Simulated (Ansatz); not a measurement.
# Hg: other elements on the same sites

One table from this session's results is given with a row withheld; the runs are named, their logs left out.

Computed with Ansatz 0.2.0 (DFT PBE, scalar-relativistic, plane waves, PAW, unless a step's input says otherwise).

1 further run of the same task is left out (set aside as unsound or not needed).

### The starting structure

It takes space group I4/mmm (No. 139, tetragonal). Conventional cell: a = 3.966 Å, b = 3.966 Å, c = 3.706 Å, α = 90.00°, β = 90.00°, γ = 90.00°. Hg (site symmetry 4/mmm) is surrounded by 10 Hg at 3.36 to 3.71 Å.

Coordinates:

```cif
data_structure
_symmetry_space_group_name_H-M 'I4/mmm'
_symmetry_Int_Tables_number 139
_cell_length_a 3.9660
_cell_length_b 3.9660
_cell_length_c 3.7060
_cell_angle_alpha 90.000
_cell_angle_beta 90.000
_cell_angle_gamma 90.000
_cell_volume 58.29
loop_
_atom_site_label
_atom_site_type_symbol
_atom_site_symmetry_multiplicity
_atom_site_Wyckoff_symbol
_atom_site_fract_x
_atom_site_fract_y
_atom_site_fract_z
_atom_site_occupancy
Hg1 Hg 2 a 0.00000 0.00000 0.00000 1
```

It goes back to an entry of the Materials Project, which need not be the stable form.

This cell was relaxed beforehand with the same method: volume 29.15 Å³/atom, gap on the mesh none (metal).

Set-up of the first run:

input.yaml reads:

```yaml
crystal:
  lattice:
    - [-2.0233399445, 2.0233399445, 1.8906493435]
    - [2.0233399445, -2.0233399445, 1.8906493435]
    - [2.0233399445, 2.0233399445, -1.8906493435]
  atoms:
    - { symbol: Au, position: [0.0, 0.0, 0.0] }
basis:
  ecutwfc: 420
kpoints:
  mp_grid: { grid: [6, 6, 6] }
hamiltonian:
  xc: pbe
scf:
  occupations: { method: gaussian, width: 0.1 }
output:
  forces: true
  stress: true
  eigenvalues: true
```

Among the steps run: A first look at the start (Au); Rough relaxation on the coarse mesh (Au); Relaxing cell and atoms (Au); A first look at the start (Tl); Relaxing cell and atoms (Tl); Second relaxation (Tl).

One of the session's tables, all rows but one given; the rest of the session is left out.

It belongs to the step «The crystals compared». Lengths are those of the vectors of the cell that was run:

```
   swap  volume (Å³/atom)  a (Å)  b (Å)  c (Å)
   none             29.15  3.361  3.361  3.361
Hg → Cd             23.25  3.168  3.168  3.168
Hg → Zn                 ?      ?      ?      ?
Hg → Au             18.09  2.881  2.881  2.881
Hg → Tl             31.33  3.440  3.440  3.440
```

Q: Estimate the row for Hg → Zn from the others.

As computed: volume (Å³/atom): 15.52; a (Å): 2.767; b (Å): 2.767; c (Å): 2.767. In the column «volume (Å³/atom)» it is the lowest.

Lengths are those of the computed cell. Rows of earlier swaps come from the sessions before.
